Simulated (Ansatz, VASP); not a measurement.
## V: VASP beside Ansatz

```xyz
4
Lattice="4.0098 0.0000 0.0000 0.0000 4.0098 0.0000 0.0000 0.0000 4.0098" Properties=species:S:1:pos:R:3 pbc="T T T"
V     0.1203    0.1203    0.1203
V     1.8846    3.8895    2.1252
V     2.1252    1.8846    3.8895
V     3.8895    2.1252    1.8846
```

Alike in both runs: task single point; functional PBE; k mesh 4 × 4 × 4; occupations gaussian, width 0.1 eV; collinear spin.

```csv
,VASP,Ansatz
version,VASP 6.6.1,Ansatz 0.2.0
potentials or method,"VASP PAW PBE potentials, release 64 (V_sv)","scalar-relativistic, plane waves, PAW"
plane-wave cutoff (eV),520,420
valence electrons in the cell,52,52
```

```csv
,VASP,Ansatz,Ansatz less VASP
gap on the k mesh at the Fermi level (eV),none,none,-
pressure (GPa),-15.6,-15.8,-0.16
rms of the force components (eV/Å),0.453,0.450,-0.0030
net moment per atom (μB),0.60,0.60,-0.003
size of the moment on the site where the two differ most (μB),0.51,0.49,-0.014
```

Site moments also hang on the region over which each program counts them. Atom by atom the forces differ by 0.003 eV/Å (rms over components). A gap of «none» marks a metal or a gap that the smearing closes. The functional is the same, so the differences come from potentials, cutoffs and numerics.

Caveats: the k mesh is coarse (spacing up to 0.39 Å⁻¹), so the values aren't converged; so large a pressure means that the cell lies far from this level's equilibrium, or that cutoff or potentials fall short (VASP).
